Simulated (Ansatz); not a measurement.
**Pb: from a trial structure to a relaxed crystal**

Theory: Ansatz, DFT PBE, scalar-relativistic, plane waves, PAW.

The start is a random cell of Pb with space group R-3m (No. 166), drawn with lower limits on the distances.

Input of the last, converged step (default PAW datasets):

```yaml
crystal:
  lattice:
    - [-1.993555963, 1.993555963, 1.993555963]
    - [1.993555963, -1.993555963, 1.993555963]
    - [1.993555963, 1.993555963, -1.993555963]
  atoms:
    - { symbol: Pb, position: [0.0, 0.0, 0.0] }
basis:
  ecutwfc: 420
kpoints:
  mp_grid: { grid: [20, 20, 20] }
hamiltonian:
  xc: pbe
scf:
  occupations: { method: gaussian, width: 0.1 }
output:
  forces: true
  stress: true
  eigenvalues: true
relax:
  adjacent_minimum: "off"
  f_tol: 0.01
  max_steps: 80
  cell: { stress_tol: 0.05 }
```

It can be run as:

```bash
ansatz run input.yaml --threads 1 --pin off --backend cpu --events-out ev --progress --plain --runs-dir out  # memory cap (--max-ram) not shown
```

End of the output:

```
SCF converged after 5 iterations
Free energy (F): -11906.374432 eV
Harris-Foulkes:  -11906.374432 eV  (|F-HF|=9.09e-12)
Internal energy: -11906.371657 eV  (E = F + TS)
E sigma→0 (E₀):  -11906.373045 eV
Entropy (-TS):   -0.002775 eV (-2.775 meV/atom)
Fermi energy:    10.242207 eV
--- Per-component energies (eV) ---
  E_band       = -46.522794
  E_kinetic    = 288.398844
  E_local      = -1047.870013  (includes V_loc(G=0)·N_el)
  E_nonlocal   = 349.555211
  E_hartree    = 415.151699
  E_xc         = -220.494425
  E_vxc        = -132.118050  (∫ρ·V_xc dr)
  E_paw        = -10405.594172  (= ΣΔE_a)
  E_vpaw       = -334.792246  (= ΣTr[D̂ρ^β])
  E_aug_tail   = 0.000046  (compensation charges beyond the density's cutoff)
  E_ewald      = -1285.518847
  E_smearing   = -0.002775  (= −TS)
  E_closure    = 0.000000  (closes the sum)
  Σ components = -11906.374432   (vs F -11906.374432, Δ=0.00e0)
--- Forces (eV/Å), atoms counted from 1 ---
  atom   1  Pb     0.00000000     0.00000000     0.00000000
  max |Σ_I F_I| component: 3.29e-32 eV/Å
--- Stress (GPa, compression-positive) ---
        0.020077       0.000000       0.000000
        0.000000       0.020077       0.000000
        0.000000       0.000000       0.020077
  P = ⅓ Tr σ = 0.0201 GPa (0.201 kbar)
--- Relaxed structure (2 steps of the walk, 2 accepted, 1 SCFs on fresh bases) ---
  F+E_penalty+E_count = -11906.37443188 eV   max|allowed force component| = 0.000e0 eV/Å   (the final SCF, on the basis selected at the relaxed cell)
  cell:  # Å, volume = 31.8785 Å³
    - [-1.997466, 1.997466, 1.997466]
    - [1.997466, -1.997466, 1.997466]
    - [1.997466, 1.997466, -1.997466]
  atoms:
    - { symbol: Pb, position: [0.0, 0.0, 0.0] }
```

Absolute energies hang on the potentials; compare differences alone.

The result has space group Im-3m (No. 229). Around Pb lie 8 Pb at 3.46 Å and 6 Pb at 3.99 Å.

It lies 0.04 eV/atom above the element's standard state at the same level.

The k mesh leaves about 4 meV/atom of noise in metals. Spin–orbit coupling is left out.

Symmetry constrained the relaxation, so the result can be a saddle point.